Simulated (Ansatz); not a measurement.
Structure: a 12-atom cell of HfSiO4 built on monoclinic HfO2 (relaxed group P-1), at its r2SCAN minimum. The symmetry is P-1 (No. 2, triclinic); conventional cell a = 4.653 Å, b = 5.254 Å, c = 5.384 Å, α = 103.1°, β = 100.8°, γ = 94.6°, 10.40 Å³ an atom. Hf is surrounded by 7 O at 2.08–2.28 Å; Si is surrounded by 5 O at 1.66–1.79 Å; O is surrounded by 1 Si at 1.74 Å and 2 Hf at 2.09–2.12 Å; O is surrounded by 1 Si at 1.66 Å and 2 Hf at 2.08–2.25 Å; O is surrounded by 1 Si at 1.68 Å and 2 Hf at 2.09–2.28 Å; O is surrounded by 2 Si at 1.72–1.79 Å and 1 Hf at 2.13 Å.

The questions ask for values computed with Ansatz on this geometry. Values at 0 K without nuclear motion; no magnetic order is allowed, and the phase may be a hypothetical one.

Given (6×6×6 mesh): With r2SCAN the valence top lies at Γ and the conduction bottom at k = (0.438, -0.198, 0.479), 5.19 eV higher; the smallest vertical gap, at U₂, is 5.33 eV.

(1) What does PBE+SOC give for the gap (6×6×6 mesh)?

(2) How does the gap change from r2SCAN to PBE0 (4×4×4)?

(3) How strongly does the crystal screen a field with clamped ions (r2SCAN)?

Results:

(1) With PBE+SOC the valence top lies at Γ and the conduction bottom at k = (0.438, -0.198, 0.479), 4.64 eV higher; the smallest vertical gap, at U₂, is 4.78 eV. The gap differs by -0.55 eV from r2SCAN's.

(2) The PBE0 gap is indirect, 7.15 eV (Γ to k = (0.438, -0.198, 0.479)), below the direct gap of 7.32 eV at U₂. The gap differs by +1.96 eV from r2SCAN's.

(3) ε∞: a tensor with principal values 3.54, 3.83, 4.03. Born charges, averaged over directions: Hf +4.89, Si +3.87, O -2.29 to -2.08 e. The program notes that the ground state's band table doesn't vouch for all the bands that the response reads.

Only the levels marked +SOC include spin-orbit coupling.

Where an edge lies off the special points, it is a point of the mesh or the k point where a search put PBE's edge or least direct gap, reused for the other functionals, whose own edges may lie a little apart.

Coordinates of k points refer to the reciprocal vectors of the primitive cell of the runs.

The meshes of the hybrids are coarse, so their gaps aren't converged to the digits shown.

PBE's own run along the path (4.67 eV) came before the search for the edges and missed one, so it isn't listed.
